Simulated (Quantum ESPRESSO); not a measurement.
# PbO2 in Quantum ESPRESSO: the effect of pseudo set

The system is PbO2.

```
Pb O
1.0
     0.00000    2.70199    2.70199
     2.70199    0.00000    2.70199
     2.70199    2.70199    0.00000
Pb O
1 2
Cartesian
  0.0000 0.0000 0.0000
  4.0530 4.0530 4.0530
  1.3510 1.3510 1.3510
```

The cell comes from a database or a generator and needn't be the stable form of this composition.

Alike in all runs:

* Program: Quantum ESPRESSO 7.5
* Task: band structure
* Functional: PBEsol
* k mesh: 9 × 9 × 9
* Occupations: fermi-dirac, width 0.05 eV
* Spin: no spin polarisation

| pseudo set | cutoff | pressure (GPa) |
| --- | --- | --- |
| GBRV 1.5 PBEsol | 612 eV | -6.2 |
| PseudoDojo 0.4 SR PBEsol stringent | 1252 eV | -6.3 |
| PseudoDojo 0.4.1 SR PBEsol standard | 1143 eV | ? |

**Question.** What does the run with pseudo set PseudoDojo 0.4.1 SR PBEsol standard give?

**Answer.** Pressure -4.8 GPa.

The runs don't all hold the same shells in valence.
